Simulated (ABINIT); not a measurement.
# FeGe (P6/mmm) in ABINIT: reference runs

Reference runs on FeGe: the cell as given.

Everything below comes from runs of ABINIT 10.8.3 (patched build). Logs are shortened: lines on timing, memory, paths and dates and some standing lists are left out, and cuts for length are marked. The log counts tension as positive stress, the text compression.

## Step 1: The structure

Symmetry: P6/mmm, No. 191, hexagonal system. Conventional cell: a = 4.998 Å, b = 4.998 Å, c = 4.116 Å, α = 90.00°, β = 90.00°, γ = 120.00°. Ge (site symmetry -6m2) has 6 Fe at 2.51 Å and 3 Ge at 2.89 Å as nearest neighbours. Around Ge (site symmetry 6/mmm) lie 6 Fe at 2.50 Å. Fe (site symmetry mmm) has 6 Ge at 2.50 to 2.51 Å and 4 Fe at 2.50 Å as nearest neighbours.

The cell is a database's computed one.

## Step 2: Single point, PBE, collinear spin, ferromagnetic start

run.abi

```
# Pseudopotentials
pp_dirpath "./"
pseudos "Ge.GGA_PBE-JTH.xml, Fe.GGA_PBE-JTH.xml"

# Structure
acell 9.4440996945 9.4440996944 7.7776617458
rprim
     1.0000000000     0.0000000000     0.0000000000
    -0.5000000000     0.8660254038     0.0000000000
     0.0000000000     0.0000000000     1.0000000000
ntypat 2
znucl 32 26
natom 6
typat 1 1 1 2 2 2
xred
     0.6666666667     0.3333333333     0.5000000000
     0.3333333333     0.6666666667     0.5000000000
     0.0000000000     0.0000000000     0.0000000000
     0.0000000000     0.5000000000     0.0000000000
     0.5000000000     0.5000000000     0.0000000000
     0.5000000000     0.0000000000     0.0000000000

# Plane-wave basis
ecut 26.0
pawecutdg 48.0
pawxcdev 0

# k points
kptopt 1
ngkpt 6 6 7
nshiftk 1
shiftk 0.0 0.0 0.0

# Exchange and correlation
ixc 11

# Bands and occupations
nband 57
occopt 3
tsmear 0.00183747

# Spin
nsppol 2
spinat
     0.0000000000     0.0000000000     0.0000000000
     0.0000000000     0.0000000000     0.0000000000
     0.0000000000     0.0000000000     0.0000000000
     0.0000000000     0.0000000000     3.0000000000
     0.0000000000     0.0000000000     3.0000000000
     0.0000000000     0.0000000000     3.0000000000

# SCF cycle
nstep 100
tolvrs 1.0e-9

# Output
iomode 3
prtwf 0
prtden 0
prteig 0
prtebands 0
enunit 2
```

Potentials or basis: JTH PAW PBE v2.0.

Started as:

```
> mpirun --bind-to none -np 4 abinit run.abi > log 2>&1
```

run.abo:

```text
.Version 10.8.3 of ABINIT
 Symmetries : space group P6/m m m (#191); Bravais hP (primitive hexag.)
================================================================================
 Values of the parameters that define the memory need of the present run
     intxc =       0    ionmov =       0      iscf =      17    lmnmax =      18
     lnmax =       6     mgfft =      45  mpssoang =       3    mqgrid =    3001
     natom =       6  nloc_mem =       2    nspden =       2   nspinor =       1
    nsppol =       2      nsym =      24    n1xccc =       1    ntypat =       2
    occopt =       3   xclevel =       2
       mpw =        3840          nfft =       72900          nkpt =          28
Pmy_natom=         2
 PAW method is used; the additional fine FFT grid is defined by:
   mgfftf=        60    nfftf =    180000
================================================================================
================================================================================

--------------------------------------------------------------------------------
------------- Echo of variables that govern the present computation ------------
--------------------------------------------------------------------------------
 -outvars: echo values of preprocessed input variables --------
            acell      9.4440996945E+00  9.4440996944E+00  7.7776617458E+00 Bohr
              amu      7.26100000E+01  5.58470000E+01
             ecut      2.60000000E+01 Hartree
           enunit           2
              ixc          11
         kptrlatt        6    0    0      0    6    0      0    0    7
          kptrlen      5.44436322E+01
            natom           6
            nband          57
            ngfft          45      45      36
          ngfftdg          60      60      50
             nkpt          28
           nspden           2
           nsppol           2
            nstep         100
             nsym          24
           ntypat           2
           occopt           3
        pawecutdg      4.80000000E+01 Hartree
         pawxcdev           0
           prtden           0
        prtebands           0
           prteig           0
            prtwf           0
            rprim      1.0000000000E+00  0.0000000000E+00  0.0000000000E+00
                      -5.0000000000E-01  8.6602540380E-01  0.0000000000E+00
                       0.0000000000E+00  0.0000000000E+00  1.0000000000E+00
          spgroup         191
           spinat      0.0000000000E+00  0.0000000000E+00  0.0000000000E+00
                       0.0000000000E+00  0.0000000000E+00  0.0000000000E+00
                       0.0000000000E+00  0.0000000000E+00  0.0000000000E+00
                       0.0000000000E+00  0.0000000000E+00  3.0000000000E+00
                       0.0000000000E+00  0.0000000000E+00  3.0000000000E+00
                       0.0000000000E+00  0.0000000000E+00  3.0000000000E+00
           tolvrs      1.00000000E-09
           tsmear      1.83747000E-03 Hartree
            typat      1  1  1  2  2  2
           useylm           1
           xangst      2.4988011662E+00  1.4426835260E+00  2.0578806736E+00
                       1.7639420252E-11  2.8853670520E+00  2.0578806736E+00
                       2.2099278973E-16 -1.6017004678E-16  0.0000000000E+00
                      -1.2494005831E+00  2.1640252890E+00  0.0000000000E+00
                       1.2494005831E+00  2.1640252890E+00  0.0000000000E+00
                       2.4988011662E+00 -1.6017004678E-16  0.0000000000E+00
            xcart      4.7220498473E+00  2.7262767505E+00  3.8888308729E+00
                       3.3333673296E-11  5.4525535009E+00  3.8888308729E+00
                       4.1761584840E-16 -3.0267752199E-16  0.0000000000E+00
                      -2.3610249236E+00  4.0894151257E+00  0.0000000000E+00
                       2.3610249237E+00  4.0894151257E+00  0.0000000000E+00
                       4.7220498473E+00 -3.0267752199E-16  0.0000000000E+00
             xred      6.6666666667E-01  3.3333333333E-01  5.0000000000E-01
                       3.3333333333E-01  6.6666666667E-01  5.0000000000E-01
                       2.5716045728E-17 -3.7007434154E-17  0.0000000000E+00
                       2.5716045728E-17  5.0000000000E-01  0.0000000000E+00
                       5.0000000000E-01  5.0000000000E-01  0.0000000000E+00
                       5.0000000000E-01 -3.7007434154E-17  0.0000000000E+00
            znucl       32.00000   26.00000
[... 207 lines left out ...]
   0.60067
      occupation numbers for kpt#   1
   1.00000    1.00000    1.00000    1.00000    1.00000    1.00000    1.00000    1.00000
   1.00000    1.00000    1.00000    1.00000    1.00000    1.00000    1.00000    1.00000
   1.00000    1.00000    1.00000    1.00000    1.00000    1.00000    1.00000    1.00000
   1.00000    1.00000    1.00000    1.00000    1.00000    1.00000    1.00000    1.00000
   1.00000    1.00000    1.00000    1.00000    1.00000    1.00000    1.00000    1.00000
   1.00000    1.00000    1.00000    1.00000    1.00000    1.00000    0.99753    0.02779
   0.00000    0.00000    0.00000    0.00000    0.00000    0.00000    0.00000    0.00000
   0.00000
 prteigrs : prtvol=0 or 1, do not print more k-points.

 Eigenvalues (hartree) for nkpt=  28  k points, SPIN DOWN:
 kpt#   1, nband= 57, wtk=  0.00397, kpt=  0.0000  0.0000  0.0000 (reduced coord)
  -2.81905   -2.81740   -2.81740   -1.58175   -1.57734   -1.57734   -1.57105   -1.57095
  -1.56940   -1.56940   -1.56898   -1.56898   -0.56844   -0.56597   -0.56597   -0.56252
  -0.56252   -0.56145   -0.56145   -0.56098   -0.56098   -0.55971   -0.55971   -0.55934
  -0.55871   -0.55871   -0.55734   -0.10548    0.04136    0.10698    0.18883    0.18883
   0.20725    0.22034    0.23081    0.23914    0.23914    0.26643    0.26643    0.29917
   0.29917    0.36139    0.36139    0.36537    0.37153    0.37153    0.38696    0.39739
   0.43055    0.43055    0.44553    0.48229    0.50065    0.50065    0.54135    0.59945
   0.60703
      occupation numbers for kpt#   1
   1.00000    1.00000    1.00000    1.00000    1.00000    1.00000    1.00000    1.00000
   1.00000    1.00000    1.00000    1.00000    1.00000    1.00000    1.00000    1.00000
   1.00000    1.00000    1.00000    1.00000    1.00000    1.00000    1.00000    1.00000
   1.00000    1.00000    1.00000    1.00000    1.00000    1.00000    1.00000    1.00000
   1.00000    1.00000    1.00000    1.00000    1.00000    1.00000    1.00000    1.00000
   1.00000    0.00280    0.00280    0.00032    0.00001    0.00001    0.00000    0.00000
   0.00000    0.00000    0.00000    0.00000    0.00000    0.00000    0.00000    0.00000
   0.00000
 prteigrs : prtvol=0 or 1, do not print more k-points.

 Fermi (or HOMO) energy (eV) =   9.54017   Average Vxc (eV)= -11.27999
 Eigenvalues (   eV  ) for nkpt=  28  k points, SPIN UP:
 kpt#   1, nband= 57, wtk=  0.00397, kpt=  0.0000  0.0000  0.0000 (reduced coord)
 -78.46872  -78.42625  -78.42625  -44.76510  -44.60871  -44.60871  -44.47214  -44.43634
 -44.43298  -44.43298  -44.42823  -44.42823  -15.46056  -15.38606  -15.38606  -15.29957
 -15.29957  -15.25835  -15.25835  -15.25761  -15.25761  -15.21904  -15.21904  -15.20515
 -15.19174  -15.19174  -15.15066   -2.85301    1.01503    2.96865    4.63369    4.85551
   4.85551    5.06488    6.28145    6.41971    6.41971    6.54715    6.54715    6.72343
   6.72343    7.98361    7.98361    8.21120    8.24471    8.24471    9.24018    9.71791
  10.71924   10.71924   12.21639   12.57741   13.71862   13.71862   14.62784   15.47989
  16.34512
 prteigrs : prtvol=0 or 1, do not print more k-points.

 Eigenvalues (   eV  ) for nkpt=  28  k points, SPIN DOWN:
 kpt#   1, nband= 57, wtk=  0.00397, kpt=  0.0000  0.0000  0.0000 (reduced coord)
 -76.71018  -76.66523  -76.66523  -43.04169  -42.92157  -42.92157  -42.75044  -42.74774
 -42.70548  -42.70548  -42.69407  -42.69407  -15.46808  -15.40078  -15.40078  -15.30682
 -15.30682  -15.27784  -15.27784  -15.26504  -15.26504  -15.23053  -15.23053  -15.22042
 -15.20322  -15.20322  -15.16596   -2.87018    1.12537    2.91095    5.13833    5.13833
   5.63960    5.99577    6.28063    6.50723    6.50723    7.24993    7.24993    8.14074
   8.14074    9.83399    9.83399    9.94212   10.10993   10.10993   10.52982   10.81345
  11.71590   11.71590   12.12356   13.12377   13.62334   13.62334   14.73089   16.31195
  16.51823
 prteigrs : prtvol=0 or 1, do not print more k-points.

--- !EnergyTerms
iteration_state     : {dtset: 1, }
comment             : Components of total free energy in Hartree
kinetic             :  5.65614422844286E+01
hartree             :  1.52674582757645E+02
xc                  : -1.72482066417447E+01
Ewald energy        : -3.95636042204166E+02
psp_core            :  2.30751923120835E+01
local_psp           : -4.38326696177171E+02
PAW spherical_terms : -4.11893298065785E+01
internal            : -6.60089057475503E+02
'-kT*entropy'       : -1.40059524400482E-03
total_energy        : -6.60090458070747E+02
total_energy_eV     : -1.79619764118496E+04
...

--- !EnergyTermsDC
iteration_state     : {dtset: 1, }
comment             : '"Double-counting" decomposition of free energy'
band_energy         : -5.51984925175375E+01
Ewald energy        : -3.95636042204166E+02
psp_core            :  2.30751923120835E+01
xc_dc               : -1.47741798787239E+02
PAW spherical_terms : -8.45879140708326E+01
internal            : -6.60089055267692E+02
'-kT*entropy'       : -1.40059524400482E-03
total_energy_dc     : -6.60090455862936E+02
total_energy_dc_eV  : -1.79619763517720E+04
...

--- !EnergyTermsWithPAWCore
iteration_state     : {dtset: 1, }
comment             : 'Components of total free energy, including PAW core contributions'
Total energy        : -1.01153743611458E+04
Total energy DC     : -1.01153743589380E+04
Total energy (eV)   : -2.75253358763831E+05
Total energy DC (eV): -2.75253358703753E+05
...

 Cartesian components of stress tensor (hartree/bohr^3)
  sigma(1 1)=  1.29239289E-04  sigma(3 2)=  0.00000000E+00
  sigma(2 2)=  1.29239288E-04  sigma(3 1)=  0.00000000E+00
  sigma(3 3)=  1.51219794E-04  sigma(2 1)= -2.35606088E-13

-Cartesian components of stress tensor (GPa)         [Pressure= -4.0179E+00 GPa]
- sigma(1 1)=  3.80235114E+00  sigma(3 2)=  0.00000000E+00
- sigma(2 2)=  3.80235113E+00  sigma(3 1)=  0.00000000E+00
- sigma(3 3)=  4.44903995E+00  sigma(2 1)= -6.93177042E-09

== END DATASET(S) ==============================================================
================================================================================

 -outvars: echo values of variables after computation  --------
            acell      9.4440996945E+00  9.4440996944E+00  7.7776617458E+00 Bohr
           etotal     -6.6009045586E+02
            fcart     -1.8989039180E-29  9.1083491207E-28 -0.0000000000E+00
                      -3.6112586241E-28 -1.1303372202E-27 -0.0000000000E+00
                       9.4945195901E-29  5.4923802806E-29 -0.0000000000E+00
                       9.5056568565E-29  5.4859501769E-29 -0.0000000000E+00
                       9.5056568565E-29  5.4859501769E-29 -0.0000000000E+00
                       9.5056568565E-29  5.4859501769E-29 -0.0000000000E+00
            rprim      1.0000000000E+00  0.0000000000E+00  0.0000000000E+00
                      -5.0000000000E-01  8.6602540380E-01  0.0000000000E+00
                       0.0000000000E+00  0.0000000000E+00  1.0000000000E+00
           strten      1.2923928853E-04  1.2923928796E-04  1.5121979423E-04
                       0.0000000000E+00  0.0000000000E+00 -2.3560608766E-13
           xangst      2.4988011662E+00  1.4426835260E+00  2.0578806736E+00
                       1.7639420252E-11  2.8853670520E+00  2.0578806736E+00
                       2.2099278973E-16 -1.6017004678E-16  0.0000000000E+00
                      -1.2494005831E+00  2.1640252890E+00  0.0000000000E+00
                       1.2494005831E+00  2.1640252890E+00  0.0000000000E+00
                       2.4988011662E+00 -1.6017004678E-16  0.0000000000E+00
             xred      6.6666666667E-01  3.3333333333E-01  5.0000000000E-01
                       3.3333333333E-01  6.6666666667E-01  5.0000000000E-01
                       2.5716045728E-17 -3.7007434154E-17  0.0000000000E+00
                       2.5716045728E-17  5.0000000000E-01  0.0000000000E+00
                       5.0000000000E-01  5.0000000000E-01  0.0000000000E+00
                       5.0000000000E-01 -3.7007434154E-17  0.0000000000E+00
 Calculation completed.
```

Run time: 5.3 min. Hardware: 4 MPI ranks of Arm Neoverse V2, shared host; peak memory 0.96 GiB.

Results:

```yaml
Free_energy: -17961.9764 eV
Pressure: -4.0 GPa
Band_gap_on_the_k_mesh: none (metal or under the smearing width)
Net_moment: 4.33 μB per cell
Site_moments: Ge -0.05, -0.08; Fe +1.53 μB
Valence_electrons_inside_the_program's_atomic_spheres: Ge 12.34, 12.31; Fe 14.49
```

Stress tensor (GPa, compression positive):
```
-3.80  0.00  0.00
 0.00 -3.80  0.00
 0.00  0.00 -4.45
```
